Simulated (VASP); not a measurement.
Set up this calculation in VASP 6.6.1, as the native input.

```
Task                   : relaxation of cell and atoms
Functional             : LDA
Potentials or basis    : VASP PAW LDA potentials, release 64 (Cd, Te)
Cutoff                 : 600 eV
k mesh                 : 8 × 8 × 8
Occupations            : gaussian, width 0.03 eV
Spin                   : no spin polarisation
Further INCAR settings : ALGO = Normal; EDIFF = 1e-06; IBRION = 2; EDIFFG = -0.01; NSW = 90; ISIF = 3
```

The structure of CdTe lies in POSCAR:

```
CdTe
1.0
    0.0000000000      3.2050000000      3.2050000000
    3.2050000000      0.0000000000      3.2050000000
    3.2050000000      3.2050000000      0.0000000000
Cd Te
1 1
Direct
    0.0000000000      0.0000000000      0.0000000000
    0.2500000000      0.2500000000      0.2500000000
```

One way to write it, as run:

INCAR

```
SYSTEM = CdTe
PREC = Accurate
ENCUT = 600
EDIFF = 1E-6
ISMEAR = 0
SIGMA = 0.03
LREAL = .FALSE.
LASPH = .TRUE.
NELM = 80
ALGO = Normal
ISIF = 3
LWAVE = .FALSE.
LCHARG = .FALSE.
IBRION = 2
NSW = 90
EDIFFG = -0.01
```

KPOINTS

```
regular mesh
0
G
  8 8 8
  0 0 0
```

Potentials or basis: VASP PAW LDA potentials, release 64 (Cd, Te).

Command:

```console
$ cat potpaw_LDA.64/Cd/POTCAR potpaw_LDA.64/Te/POTCAR > POTCAR
$ mpirun -np 1 vasp_std > vasp.out
```

It gave:

```
Relaxed volume                         : 33.12 Å³/atom
Relaxed cell                           : a = 4.542 Å, b = 4.542 Å, c = 4.542 Å, α = 60.00°, β = 60.00°, γ = 60.00°
Space group after relaxing (to 0.05 Å) : F-43m (No. 216)
Energy gained by relaxing              : 0.1 meV/atom
Ionic steps                            : 2
Pressure after relaxing                : 0.0 GPa
Band gap on the k mesh                 : 0.63 eV, direct
```

Caveat: spin-orbit coupling is left out, which moves the levels of the heavy elements.

It took 18 s on 1 thread of Intel(R) Xeon(R) Platinum 8488C (Sapphire Rapids), on a shared host, peak memory 0.2 GiB.
